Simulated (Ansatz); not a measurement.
**KF: energy along a strain**

KF, Fm-3m, a = 5.347 Å (as given, not relaxed at this level: -0.5 GPa). Ansatz: r2SCAN, PAW, 500 eV, Γ-centred 8×8×8 mesh on 2 atoms, Gaussian smearing 0.05 eV; no spin polarisation. Cell vectors (Å): 0.000 2.674 2.674; 2.674 0.000 2.674; 2.674 2.674 0.000. The cell is strained by x per cent times the pattern (1 -1 0 0 0 0) in the order xx yy zz yz xz xy (engineering shears), with fractional coordinates held. y is the free energy over the start, V0 = 19.109 Å³/atom. Symmetry makes y even in x.

```
x (%) y (meV/atom)
-2.00             ?
-1.00          0.67
 0.00          0.00
 0.25          0.04
 0.50          0.16
 0.75          0.37
 1.25          1.06
 1.50          1.52
 1.75          2.08
```

Task: Fit y = c2 x² + c4 x⁴ to the other rows, get the stiffness along the pattern, and predict the missing energy.

Result: Least squares on the rows shown. y = 0.6668 x² + 0.004136 x⁴. The clamped-ion stiffness p·C·p = 2 × 6.668 eV × 160.2 / 19.109 Å³ = 112 GPa (second derivative at the start, which stands under stress). At x = -2.00 the fit asked for gives 2.73 meV/atom. The run gave 2.72 meV/atom, so the fit is 0.01 meV/atom too high, a small miss on the scale of the series.